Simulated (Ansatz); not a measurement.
**Si2W: response to strain**

Si2W is deformed so: equal xy, yz and zx engineering shear strains of +1 %. What stress and forces result, by LAPW, PAW and all-electron datasets made for the crystal?

Program: Ansatz 0.2.0. Level of theory: DFT PBE, scalar-relativistic. These are calculated values, not measurements.

## 1. Starting point

It takes space group I4/mmm (No. 139, tetragonal). Conventional cell: a = 3.212 Å, b = 3.212 Å, c = 7.880 Å, α = 90.00°, β = 90.00°, γ = 90.00°. Si (site symmetry 4mm) is surrounded by 5 Si at 2.62 to 2.63 Å and 5 W at 2.62 Å. W (site symmetry 4/mmm) is surrounded by 10 Si at 2.62 Å.

Coordinates:

```xyz
3
Lattice="-1.6060 1.6060 3.9400 1.6060 -1.6060 3.9400 1.6060 1.6060 -3.9400" Properties=species:S:1:pos:R:3 pbc="T T T"
Si    0.0000    0.0000    2.6240
Si    0.0000    0.0000    5.2560
W     0.0000    0.0000    0.0000
```

Atoms are numbered in the order of the input: Si1, Si2, W3.

## 2. The deformed structure

Space group I4/mmm before, C2/m after.

## 3. LAPW, all electrons

File input.yaml:

```yaml
crystal:
  lattice:
    - [-1.57827, 1.61767, 3.94]
    - [1.61767, -1.57827, 3.94]
    - [1.59433, 1.59433, -3.92394]
  atoms:
    - { symbol: Si, position: [0.333, 0.333, 0.0] }
    - { symbol: Si, position: [0.667, 0.667, 0.0] }
    - { symbol: W, position: [0.0, 0.0, 0.0] }
kpoints:
  mp_grid: { grid: [11, 11, 14] }
  band_path:
    path:
      - [0.0, 0.0, 0.0]
      - [0.5, 0.5, -0.5]
      - [0.9128280063, 0.0871719937, -0.5]
      - [0.0871719937, -0.0871719937, -0.5]
      - [0.0, 0.0, -0.5]
      - [0.0, 0.0, 0.0]
      - [0.5, -0.5, 0.0]
      - [0.5, 0.0, -0.5]
      - [0.0, 0.0, 0.0]
    npoints: 5
scf:
  occupations: { method: fermi_dirac, width: 0.05 }
hamiltonian:
  xc: pbe
  pseudopotentials: { kind: all_electron, lapw: { basis_error: 0.001 } }
output:
  forces: true
  stress: true
  eigenvalues: true
```

Run with:

```
ansatz run input.yaml --threads 1 --pin off --max-ram 6144MiB --backend cpu --events-out ev --progress --plain --runs-dir out
```

## 4. PAW with frozen cores

File input.yaml:

```yaml
crystal:
  lattice:
    - [-1.57827, 1.61767, 3.94]
    - [1.61767, -1.57827, 3.94]
    - [1.59433, 1.59433, -3.92394]
  atoms:
    - { symbol: Si, position: [0.333, 0.333, 0.0] }
    - { symbol: Si, position: [0.667, 0.667, 0.0] }
    - { symbol: W, position: [0.0, 0.0, 0.0] }
kpoints:
  mp_grid: { grid: [11, 11, 14] }
scf:
  occupations: { method: fermi_dirac, width: 0.05 }
hamiltonian:
  xc: pbe
  pseudopotentials: { kind: paw }
output:
  forces: true
  stress: true
  eigenvalues: true
  efg: { contact_densities: true }
```

## 5. All-electron PAW on datasets made for the crystal

Changes to input.yaml since step 4:

```diff
@@ -15,3 +15,3 @@
   xc: pbe
-  pseudopotentials: { kind: paw }
+  pseudopotentials: { kind: all_electron, datasets: crystal }
 output:
```

(Steps that only read results are left out.)

Before running it: what results should come out? Wanted: pressure; largest shear or deviatoric stress.

As calculated:

| quantity | value |
| --- | --- |
| pressure | LAPW 1.74, PAW 1.75, crystal datasets 1.74 GPa |
| largest shear or deviatoric stress (LAPW) | 2.01 GPa |

In words: The largest part of the stress beyond the pressure is 2.01 GPa in size; the atoms are carried along and not relaxed. No run of the undeformed cell stands beside it, so the pressure holds what the given cell had before the change. PAW: stress within 0.03 GPa of LAPW, forces within 2 meV/Å. Crystal datasets: stress within 0.01 GPa of LAPW, forces within 1 meV/Å. Spin-orbit coupling is left out, though the cell holds W; in elements this heavy it can shift bands and gaps by tenths of an eV.
